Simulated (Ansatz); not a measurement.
# RbBr: how the settings move a single-point run

Aim: see which settings change the result for RbBr, by how much, and at what cost. The cell is built on a prototype (CsCl type) and needn't be the phase found in nature.

Computed with Ansatz 0.2.0 (reference: DFT, PBE, plane waves, PAW, unless a step's input says otherwise).

9 further runs of the same task are left out: 9 that didn't finish.

### Step 1. The starting structure

The structure is cubic, space group Pm-3m (No. 221). The conventional cell has a = 4.128 Å, b = 4.128 Å, c = 4.128 Å, α = 90.00°, β = 90.00°, γ = 90.00°. Rb (site symmetry m-3m) is surrounded by 8 Br at 3.57 Å. Br (site symmetry m-3m) is surrounded by 8 Rb at 3.57 Å.

As a file:

```
CELL_PARAMETERS angstrom
4.12793 0.00000 0.00000
0.00000 4.12793 0.00000
0.00000 0.00000 4.12793
ATOMIC_POSITIONS crystal
Rb 0.00000 0.00000 0.00000
Br 0.50000 0.50000 0.50000
```

### Step 2. Baseline

input.yaml

```yaml
crystal:
  lattice:
    - [4.1279266522, 0.0, 0.0]
    - [0.0, 4.1279266522, 0.0]
    - [0.0, 0.0, 4.1279266522]
  atoms:
    - { symbol: Rb, position: [0.0, 0.0, 0.0] }
    - { symbol: Br, position: [0.5, 0.5, 0.5] }
kpoints:
  mp_grid: { grid: [4, 4, 4] }
hamiltonian:
  xc: pbe
scf:
  occupations: { method: fixed }
  n_extra_bands: 4
output:
  forces: true
  stress: true
  eigenvalues: true
```

Run with:

```console
> ansatz run input.yaml --threads 4 --pin off --max-ram 3686MiB --backend cpu --events-out ev --progress --plain --runs-dir out
```

### Step 3. Changing settings: ecutwfc 350

Edit input.yaml of step 2 so:

```diff
@@ -19 +19,3 @@
   eigenvalues: true
+basis:
+  ecutwfc: 350
```

### Step 4. A further run, with the input changed

Edit input.yaml of step 2 so:

```diff
@@ -15,2 +15,3 @@
   n_extra_bands: 4
+  max_iter: 81
 output:
@@ -19 +20,4 @@
   eigenvalues: true
+magnetization:
+  spin_polarized: true
+  initial_magnetization: 2.0
```

### Step 6. Variant: exchange pbe, correlation pbe, coeff 0.05, omega 0.3

Edit input.yaml of step 2 so:

```diff
@@ -11,3 +11,3 @@
 hamiltonian:
-  xc: pbe
+  xc: { exchange: pbe, correlation: pbe, exx: { coeff: 0.05, omega: 0.3 } }
 scf:
```

### Step 7. Changed: exchange pbe, correlation pbe, coeff 0.1, omega 0.1

Edit input.yaml of step 2 so:

```diff
@@ -11,3 +11,3 @@
 hamiltonian:
-  xc: pbe
+  xc: { exchange: pbe, correlation: pbe, exx: { coeff: 0.1, omega: 0.1 } }
 scf:
```

(Steps that only read results are left out.)

**Question.** What will these runs give? Wanted: for each run, ending; energy change; pressure; gap; force.

As calculated:

| run | ending | energy change | pressure (GPa) | gap (eV) | force (eV/Å) | cycles | time |
| --- | --- | --- | --- | --- | --- | --- | --- |
| reference | converged | 0 | 0.8 | 4.08 | 0.00 | 7 | 0.34 s |
| 1: ecutwfc 350 | converged | +0.6 meV/atom | 0.8 | 4.08 | 0.00 | 6 | 0.31 s |
| 2: spin_polarized true, initial_magnetization 2.0 | refused | - | - | - | - | - | 0.04 s |
| 3: exchange pbe, correlation pbe, coeff 0.05, omega 0.3 | converged | not comparable | 0.7 | 4.26 | 0.00 | 8 | 4.1 s |
| 4: exchange pbe, correlation pbe, coeff 0.1, omega 0.1 | converged | not comparable | 0.6 | 4.68 | 0.00 | 9 | 4.5 s |

Residual by cycle in the longest SCF loop of each run; runs are numbered as in the table. The quantity is the density residual dr2, in eV.

```
cycle  reference    run 1   run 3   run 4
    1     3.6e-5   8.9e-5  2.0e-4  9.0e-4
    2     6.0e-5   1.1e-5  2.3e-5  1.1e-4
    3     7.7e-6   8.3e-7  3.0e-6  2.0e-5
    4     2.7e-6   5.6e-8  9.4e-8  2.4e-7
    5     9.1e-7   1.1e-9       -  2.5e-8
    6     1.4e-7  1.4e-11       -       -
    7     1.2e-8        -       -       -
```

«ecutwfc 350» moves the energy by +0.6 meV/atom. Run 1 ran under the cutoff that the potentials recommend, as the log warns, so basis error is mixed into its values. Of the variants the dearest is «exchange pbe, correlation pbe, coeff 0.1, omega 0.1» (4.5 s), the cheapest «ecutwfc 350» (0.31 s), on a shared host. 1 of the 4 altered inputs did not end normally.
